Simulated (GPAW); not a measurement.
The system is Si2Ni.

```xyz
3
Lattice="0.0000 2.7030 2.7030 2.7030 0.0000 2.7030 2.7030 2.7030 0.0000" Properties=species:S:1:pos:R:3 pbc="T T T"
Ni    0.0000    0.0000    0.0000
Si    4.0545    4.0545    4.0545
Si    1.3515    1.3515    1.3515
```

Program: GPAW 26.7.0. Alike in all runs: spin collinear, ferromagnetic start; cell as given; k mesh 9 × 9 × 9; cutoff (eV) 600. Hardware: 1 thread of Arm Neoverse V1, on a shared host.

Q: Order these runs on this cell by their wall time, lowest first.
A. task band structure; level revPBE; potentials or basis the program's PAW data sets (release 1.2.1) made for this functional, pw; smearing fermi-dirac 0.05 eV; band path GXWKGLUWLK,UX; band points 80
B. task single point; level RPBE; potentials or basis the program's PAW data sets (release 1.2.1) made for this functional, pw; smearing gaussian 0.02 eV
C. task band structure; level r2SCAN; potentials or basis GPAW PAW data sets (gpaw-data 1.2.1), pw; smearing fermi-dirac 0.05 eV; band path GXWKGLUWLK,UX; band points 60

A: B (64 s), A (150 s), C (420 s).

Runs at the PBE level aren't shown here.
